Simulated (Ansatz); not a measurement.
Input of an Ansatz 0.2.0 run:

input.yaml

```yaml
crystal:
  lattice:
    - [0.0, 2.5575, 2.5575]
    - [2.5575, 0.0, 2.5575]
    - [2.5575, 2.5575, 0.0]
  atoms:
    - { symbol: Hf, position: [0.0, 0.0, 0.0] }
    - { symbol: O, position: [0.75, 0.75, 0.75] }
    - { symbol: O, position: [0.25, 0.25, 0.25] }
hamiltonian:
  xc: pbe
  pseudopotentials: { kind: paw }
kpoints:
  mp_grid: { grid: [7, 7, 7] }
scf:
  occupations: { method: fixed }
output:
  forces: true
  stress: true
elastic:
  mode: relaxed_ion
  stencil: two_point
```

Potentials or basis: Ansatz PAW.

Command:

```sh
$ ansatz run input.yaml --threads 2 --pin off --max-ram 5632MiB --backend cpu --events-out ev --progress --plain --runs-dir out
```

Problem. What does it give for the elastic constants C11, C12, C44?

Solution. 531, 87, 62 GPa.

Problem. Predict the Voigt bulk modulus.

Solution. 235 GPa.

Problem. Estimate the pressure.

Solution. -2.5 GPa.

Problem. Estimate the band gap on the k mesh.

Solution. 3.90 eV, indirect (least direct gap 4.07 eV).

Elastic tensor in Voigt notation (GPa, in the Cartesian axes of the cell as first typed):
```
531  87  87   0   0   0
 87 531  87   0   0   0
 87  87 531   0   0   0
  0   0   0  62   0   0
  0   0   0   0  62   0
  0   0   0   0   0  62
```

Caveat: odd divisions of the mesh miss points on the zone boundary, where band edges often lie, so the gap on the mesh can be too wide; the pressure holds a Pulay correction of +0.8 GPa for the finite cutoff; spin-orbit coupling is left out, which moves the levels of the heavy elements. As with any semilocal functional, this PBE gap is likely too small.
